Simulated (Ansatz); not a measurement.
Starting cell, BeO (wurtzite):

```xyz
8
Lattice="2.7118 0.0000 0.0000 -1.3559 2.3485 0.0000 0.0000 0.0000 8.8091" Properties=species:S:1:pos:R:3 pbc="T T T"
Be     1.3559     0.7828     0.0066
Be     1.3559     0.7828     4.4111
Be     0.0000     1.5657     2.2088
Be     0.0000     1.5657     6.6134
O      1.3559     0.7828     2.7472
O      1.3559     0.7828     7.1517
O      0.0000     1.5657     0.5449
O      0.0000     1.5657     4.9494
```

The atoms are displaced by Q × the pattern below (from a DFPT mode at A = (0.0, 0.0, 0.5), largest move 1; Q in Å), at fixed cell. It is one choice among 2 degenerate patterns. (q is in reciprocal vectors of the primitive cell; the cell shown is doubled to hold the pattern.)

| atom | x | y | z |
|---|---|---|---|
| Be1 | 0.000 | 0.000 | 1.000 |
| Be2 | 0.000 | 0.000 | -1.000 |
| Be3 | 0.000 | 0.000 | 0.085 |
| Be4 | 0.000 | 0.000 | -0.085 |
| O5 | 0.000 | 0.000 | 0.262 |
| O6 | 0.000 | 0.000 | -0.262 |
| O7 | 0.000 | 0.000 | -0.454 |
| O8 | 0.000 | 0.000 | 0.454 |

Method: PBE (plane waves to 420 eV, PAW, scalar-relativistic; Ansatz, a program for electronic structure). k mesh 14×14×4 (Γ-centred), Fermi-Dirac smearing 0.05 eV. BeO was relaxed with its symmetry unable to fall. 

```json
[
 {"Q (Å)": "-0.180", "−dE/dQ from forces (eV/Å)": "18.044"},
 {"Q (Å)": "-0.150", "−dE/dQ from forces (eV/Å)": "14.846"},
 {"Q (Å)": "-0.120", "−dE/dQ from forces (eV/Å)": "11.761"},
 {"Q (Å)": "-0.090", "−dE/dQ from forces (eV/Å)": "8.757"},
 {"Q (Å)": "-0.060", "−dE/dQ from forces (eV/Å)": "5.809"},
 {"Q (Å)": "-0.030", "−dE/dQ from forces (eV/Å)": "2.896"},
 {"Q (Å)": "0.000", "−dE/dQ from forces (eV/Å)": "0.000"},
 {"Q (Å)": "0.030", "−dE/dQ from forces (eV/Å)": "-2.896"},
 {"Q (Å)": "0.060", "−dE/dQ from forces (eV/Å)": "-5.809"},
 {"Q (Å)": "0.090", "−dE/dQ from forces (eV/Å)": "-8.757"},
 {"Q (Å)": "0.120", "−dE/dQ from forces (eV/Å)": "-11.761"},
 {"Q (Å)": "0.150", "−dE/dQ from forces (eV/Å)": "-14.846"},
 {"Q (Å)": "0.180", "−dE/dQ from forces (eV/Å)": "-18.044"}
]
```

Task: What harmonic wavenumber does the curvature at Q = 0 give?

Result: 986 cm⁻¹. E″ = 96.45 eV/Å², M = Σ mᵢ|uᵢ|² = 27.0 u, ν̃ = 521.5·√(|E″|/M).

(For displaced atoms, the force is minus the slope of the energy, and its curvature is a force constant, which sets phonon frequencies.)
